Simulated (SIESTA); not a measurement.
Runs of SIESTA 5.4.2 on BP. The structure is cubic, space group F-43m (No. 216). Conventional cell: a = 4.538 Å, b = 4.538 Å, c = 4.538 Å, α = 90.00°, β = 90.00°, γ = 90.00°. P (site symmetry -43m) is surrounded by 4 B at 1.97 Å. Around B (site symmetry -43m) lie 4 P at 1.97 Å. 

```tsv
task	level	potentials or basis	cell	optimiser	force tolerance	stress tolerance (GPa)	MPI ranks	energy shift	gap on the mesh (eV)	pressure (GPa)
band structure	PBE	PseudoDojo 0.4 standard (PBE files), DZ (energy shift 0.01 Ry)	as given	-	-	-	-	0.01 Ry	(a)	9.0
relaxation of cell and atoms	PBE	PseudoDojo 0.4 standard (PBE files), DZP (energy shift 0.005 Ry)	relaxed	Broyden	0.01 eV/Å	0.05	4	0.005 Ry	(b)	0.0
band structure	PBEsol	PseudoDojo 0.4 standard (PBEsol files), DZP (energy shift 0.003 Ry)	as given	-	-	-	-	0.003 Ry	1.16	1.5
band structure	PBE	PseudoDojo 0.4 standard (PBE files), TZP (energy shift 0.01 Ry)	as given	-	-	-	-	0.01 Ry	1.23	3.5
```

Alike in all rows: no spin polarisation; k mesh 10 × 10 × 10; smearing fermi-dirac 0.05 eV; grid cutoff 500 Ry.

Fill in the values left out.

(a) 2.49; (b) 1.29.

Caveats: the basis of atomic orbitals isn't converged, which shifts pressures, moduli and gaps; the basis has no polarisation orbitals (some runs).

A k mesh can miss the band edges.

Not every run made on this cell is shown here.
